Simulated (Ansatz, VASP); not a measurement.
## Two plane-wave programs on Be

File INCAR:

```
SYSTEM = Be
ALGO = Normal ; EDIFF = 1E-6
ENCUT = 520 ; ISIF = 2
ISMEAR = -1 ; LASPH = .TRUE.
LCHARG = .TRUE. ; LELF = .TRUE.
LREAL = .FALSE. ; LVHAR = .TRUE.
LWAVE = .FALSE. ; NBANDS = 7
NELM = 100 ; PREC = Accurate
SIGMA = 0.1
```

Contents of KPOINTS:

```
k-points
0
G
  20 20 20
  0 0 0
```

Contents of POSCAR:

```
Be
1.0
   -1.2786237115      1.2786237115      1.2786237115
    1.2786237115     -1.2786237115      1.2786237115
    1.2786237115      1.2786237115     -1.2786237115
Be
1
Direct
    0.0000000000      0.0000000000      0.0000000000
```

Input for Ansatz:

```yaml
crystal:
  lattice:
    - [-1.2786237115, 1.2786237115, 1.2786237115]
    - [1.2786237115, -1.2786237115, 1.2786237115]
    - [1.2786237115, 1.2786237115, -1.2786237115]
  atoms:
    - { symbol: Be, position: [0.0, 0.0, 0.0] }
hamiltonian:
  xc: lda
  pseudopotentials:
    kind: paw
    azcp:
      Be: "pseudopotentials/Be.paw.azcp"
basis:
  ecutwfc: 420
  fft_grid_basis: typed
kpoints:
  mp_grid: { grid: [20, 20, 20], shift: [0, 0, 0] }
magnetization:
  spin_polarized: false
scf:
  occupations: { method: fermi_dirac, width: 0.1 }
  lower_state_search: "off"
output:
  stress: true
```

Alike in both runs: task single point; functional LDA; k mesh 20 × 20 × 20; occupations fermi-dirac, width 0.1 eV; no spin polarisation.

|  | VASP | Ansatz |
| --- | --- | --- |
| version | VASP 6.6.1 | Ansatz 0.2.0 |
| potentials or method | VASP PAW LDA potentials, release 64 (Be) | plane waves (420 eV) with PAW, scalar-relativistic |
| plane-wave cutoff (eV) | 520 | 420 |
| valence electrons in the cell | 2 | 2 |

|  | VASP | Ansatz | Ansatz less VASP |
| --- | --- | --- | --- |
| pressure (GPa) | -12.2 | -12.5 | -0.33 |

Ansatz warned: «pseudo_functional_mismatch».
